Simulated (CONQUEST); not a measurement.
The system is SnO2 (Cassiterite).

```
Sn O
1.0
     3.18650    0.00000    0.00000
     0.00000    4.73800    0.00000
     0.00000    0.00000    4.73800
Sn O
2 4
Cartesian
  1.5933 2.3690 2.3690
  0.0000 0.0000 0.0000
  1.5933 0.9140 0.9140
  0.0000 3.2830 1.4550
  1.5933 3.8240 3.8240
  0.0000 1.4550 3.2830
```

Base run:

| Property | Result |
| --- | --- |
| Program | CONQUEST 1.3 |
| Functional | PBE |
| Potentials or basis | PseudoDojo NC PBE, DZP, grid cutoff 150 Ha |
| k mesh | 8 × 6 × 6 |
| Occupations | fermi-dirac, width 0.05 eV |
| Spin | no spin polarisation |

Its results: band gap on the k mesh 1.04 eV, direct; pressure 17.8 GPa; largest force 0.274 eV/Å.

Task: After a change of settings the same cell gave: band gap on the k mesh 0.25 eV, direct; pressure 29.0 GPa; largest force 0.508 eV/Å. Which change was it?
A. potentials or basis from PseudoDojo NC PBE, DZP, grid cutoff 150 Ha to PseudoDojo NC PBE, SZP, grid cutoff 150 Ha
B. potentials or basis from PseudoDojo NC PBE, DZP, grid cutoff 150 Ha to PseudoDojo NC PBE, DZ, grid cutoff 150 Ha
C. potentials or basis from PseudoDojo NC PBE, DZP, grid cutoff 150 Ha to PseudoDojo NC PBE, SZ, grid cutoff 150 Ha

Result: C.

Caveats: spin-orbit coupling is left out, which moves the levels of the heavy elements; the basis of atomic orbitals isn't converged, which shifts pressures, moduli and gaps; so large a pressure means that the cell lies far from this level's equilibrium, or that cutoff or potentials fall short (some runs); the atomic basis is small (some runs); a pressure of tens of GPa on the cell as given is suspect, and the run, the potentials or the cell itself is likely at fault (some runs).
